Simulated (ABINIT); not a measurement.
## TaN: single point with PBE

The system is TaN.

```xyz
2
Lattice="0.0000 2.1790 2.1790 2.1790 0.0000 2.1790 2.1790 2.1790 0.0000" Properties=species:S:1:pos:R:3 pbc="T T T"
Ta    2.2481    2.1748    2.1581
N     0.0021    0.0286    0.0338
```

The cell isn't the ideal one: atoms moved at random, drawn with an rms of 0.05 Å.

```json
{
  "Program": "ABINIT 10.8.3 (patched build)",
  "Task": "single point",
  "Functional": "PBE",
  "Potentials or basis": "JTH PAW PBE v2.0",
  "Cutoff": "707 eV",
  "k mesh": "10 × 10 × 10",
  "Occupations": "fermi-dirac, width 0.05 eV",
  "Spin": "no spin polarisation",
  "Fine-grid cutoff": "1306.15 eV"
}
```

- Pressure: 15.9 GPa
- Largest force: 0.906 eV/Å
- Band gap on the k mesh: none (metal or under the smearing width)
- Valence electrons inside the program's atomic spheres: Ta 10.81; N 2.60

Forces on the atoms (eV/Å):
```
Ta  -0.654  0.321  0.539
N    0.654 -0.321 -0.539
```

Stress tensor (GPa, compression positive):
```
16.61  0.24  0.40
 0.24 15.05 -0.17
 0.40 -0.17 15.94
```

Levels at points of the mesh, in eV from the Fermi level:
| k point | band 5 | band 6 | band 7 | band 8 | band 9 | band 10 | band 11 | band 12 | band 13 |
| --- | --- | --- | --- | --- | --- | --- | --- | --- | --- |
| (0.00, 0.00, 0.00) | -19.08 | -4.21 | -4.13 | -4.09 | -2.17 | -2.04 | -1.86 | 0.16 | 0.26 |
| (0.50, 0.00, 0.00) | -15.96 | -10.58 | -7.81 | -7.81 | 1.98 | 2.00 | 2.06 | 3.95 | 7.83 |
| (0.00, 0.50, 0.00) | -15.94 | -10.60 | -7.77 | -7.73 | 1.91 | 1.95 | 2.08 | 3.78 | 7.77 |
| (0.50, 0.50, 0.00) | -17.83 | -6.72 | -5.96 | -4.75 | -4.40 | 2.25 | 3.69 | 3.69 | 4.74 |
| (0.00, 0.00, 0.50) | -15.95 | -10.60 | -7.79 | -7.75 | 1.92 | 1.95 | 2.10 | 3.82 | 7.81 |
| (0.50, 0.00, 0.50) | -17.83 | -6.72 | -6.04 | -4.76 | -4.31 | 2.26 | 3.69 | 3.70 | 4.75 |
| (0.00, 0.50, 0.50) | -17.83 | -6.71 | -5.90 | -4.74 | -4.47 | 2.24 | 3.69 | 3.69 | 4.72 |
| (0.50, 0.50, 0.50) | -15.94 | -10.60 | -7.77 | -7.73 | 1.91 | 1.95 | 2.08 | 3.77 | 7.69 |

Run time: 5.3 min on 1 thread of Arm Neoverse V2, with other jobs on the host, peak memory 0.31 GiB.

Caveat: the highest band is partly filled, so the run has too few bands. The run has no spin-orbit coupling, so splittings on Ta are missing.
